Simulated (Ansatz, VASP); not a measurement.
# One calculation of Ni, two programs

```
Ni
1.0
     0.00000    1.77210    1.77210
     1.77210    0.00000    1.77210
     1.77210    1.77210    0.00000
Ni
1
Direct
  0.00000 0.00000 0.00000
```

Alike in both runs: task single point; functional PBE; k mesh 14 × 14 × 14; occupations fermi-dirac, width 0.05 eV; collinear spin.

|  | VASP | Ansatz |
| --- | --- | --- |
| version | VASP 6.6.1 | Ansatz 0.2.0 |
| potentials or method | VASP PAW PBE potentials, release 64 (Ni) | PAW, plane waves, scalar-relativistic |
| plane-wave cutoff (eV) | 520 | 420 |
| valence electrons in the cell | 10 | 18 |

VASP gave:

| Item | Value |
| --- | --- |
| pressure (GPa) | -4.1 |
| net moment per atom (μB) | 0.61 |
| size of the moment on the site where the two differ most (μB) | 0.62 |

Question: Estimate Ansatz's values.

Answer: Pressure (GPa): -4.0; net moment per atom (μB): 0.64; size of the moment on the site where the two differ most (μB): 0.68.

Site moments also hang on the region over which each program counts them. The two sets of potentials don't hold the same shells in valence.
